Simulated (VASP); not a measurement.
# AlN: single point with PBE

AlN:

```
Al N
1.0
     0.00000    2.18399    2.18399
     2.18399    0.00000    2.18399
     2.18399    2.18399    0.00000
Al N
1 1
Direct
  0.00035 0.99402 0.01127
  0.24779 0.25620 0.24190
```

The cell comes from a database or a generator and needn't be the stable form of this composition.

The cell isn't the ideal one: atoms moved at random, drawn with an rms of 0.05 Å.

```
Program                : VASP 6.6.1
Task                   : single point
Functional             : PBE
Potentials or basis    : VASP PAW PBE potentials, release 64 (Al, N)
Cutoff                 : 520 eV
k mesh                 : 10 × 10 × 10
Occupations            : fermi-dirac, width 0.05 eV
Spin                   : no spin polarisation
Further INCAR settings : ALGO = Normal; EDIFF = 1e-07; NBANDS = 11
```

| Item | Value |
| --- | --- |
| Pressure | 5.0 GPa |
| Largest force | 0.753 eV/Å |
| Band gap on the k mesh | 3.16 eV, indirect (least direct gap 4.03 eV) |

Forces in eV/Å, atoms in the order of the input:
```
Al  -0.171 -0.683  0.265
N    0.171  0.683 -0.265
```

Stress tensor (GPa, compression positive):
```
 5.10 -1.30  3.35
-1.30  4.70  0.84
 3.35  0.84  5.06
```

Levels at points of the mesh, in eV from the valence-band top:
| k point | band 1 | band 2 | band 3 | band 4 | band 5 | band 6 | band 7 | band 8 | band 9 |
| --- | --- | --- | --- | --- | --- | --- | --- | --- | --- |
| (0.00, 0.00, 0.00) | -15.14 | -0.28 | -0.18 | 0.00 | 4.03 | 12.39 | 12.41 | 12.42 | 17.51 |
| (0.50, 0.00, 0.00) | -13.09 | -6.00 | -0.75 | -0.54 | 7.22 | 9.71 | 10.92 | 11.07 | 17.81 |
| (0.00, 0.50, 0.00) | -13.08 | -6.05 | -0.67 | -0.51 | 7.19 | 9.67 | 10.95 | 11.08 | 17.81 |
| (0.00, 0.00, 0.50) | -13.10 | -5.94 | -0.75 | -0.66 | 7.27 | 9.75 | 10.93 | 11.00 | 17.80 |
| (0.50, 0.50, 0.50) | -13.08 | -6.04 | -0.69 | -0.51 | 7.19 | 9.68 | 10.94 | 11.08 | 17.81 |
| (0.50, 0.50, 0.00) | -12.45 | -5.06 | -1.97 | -1.88 | 3.16 | 8.44 | 13.78 | 15.58 | 15.60 |
| (0.00, 0.50, 0.50) | -12.45 | -5.06 | -1.96 | -1.89 | 3.16 | 8.44 | 13.78 | 15.58 | 15.60 |
| (0.50, 0.00, 0.50) | -12.45 | -5.06 | -2.02 | -1.84 | 3.17 | 8.46 | 13.78 | 15.56 | 15.61 |

Run time: 2.3 min on 1 thread of AMD EPYC 7R43 64-Core Processor (Zen 3), with other jobs on the host, peak memory 0.19 GiB.

A k mesh can miss the band edges.
